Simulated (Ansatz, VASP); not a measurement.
**One calculation of LiH, two programs**

INCAR

```
ALGO = Normal
EDIFF = 1E-6
ENCUT = 520
GGA = CA
ISIF = 2
ISMEAR = -1
LASPH = T
LCHARG = T
LELF = T
LREAL = F
LVHAR = T
LWAVE = F
NBANDS = 9
NELM = 60
PREC = Accurate
SIGMA = 0.05
```

The input KPOINTS:

```
k-points
0
Gamma
  6 6 6
```

POSCAR

```
LiH
1.0
    0.0000000000      2.0367500000      2.0367500000
    2.0367500000      0.0000000000      2.0367500000
    2.0367500000      2.0367500000      0.0000000000
Li H
1 1
Direct
    0.0000000000      0.0000000000      0.0000000000
    0.5000000000      0.5000000000      0.5000000000
```

File input.yaml:

```yaml
crystal:
  lattice:
    - [0.0, 2.03675, 2.03675]
    - [2.03675, 0.0, 2.03675]
    - [2.03675, 2.03675, 0.0]
  atoms:
    - { symbol: Li, position: [0.0, 0.0, 0.0] }
    - { symbol: H, position: [0.5, 0.5, 0.5] }
hamiltonian:
  xc: lda
  pseudopotentials: { kind: paw }
kpoints:
  mp_grid: { grid: [6, 6, 6] }
scf:
  occupations: { method: fermi_dirac, width: 0.05 }
  n_extra_bands: 6
output:
  forces: true
  stress: true
  eigenvalues: true
  dos: { projected: true, de: 0.05, nscf_kmesh: { grid: [9, 9, 9] } }
```

Alike in both runs: functional LDA; k mesh 6 × 6 × 6; occupations fermi-dirac, width 0.05 eV; no spin polarisation.

|  | VASP | Ansatz |
| --- | --- | --- |
| version | VASP 6.6.1 | Ansatz 0.2.0 |
| potentials or method | VASP PAW LDA potentials, release 64 (Li_sv, H) | Ansatz PAW |
| plane-wave cutoff (eV) | 520 | 420 |
| valence electrons in the cell | 4 | 4 |
| task | single point | projected density of states |

|  | VASP | Ansatz | Ansatz less VASP |
| --- | --- | --- | --- |
| gap on the k mesh at the Fermi level (eV) | 2.65 | 2.65 | +0.008 |
| least direct gap on the mesh (eV) | 2.65 | 2.65 | +0.008 |

Caveats: the k mesh is coarse (spacing up to 0.45 Å⁻¹), so the values aren't converged; the density of states is complete only up to the lowest level of the last band computed (Ansatz). A hybrid or GW would open this gap; LDA tends to underestimate it. A k mesh can miss the band edges.
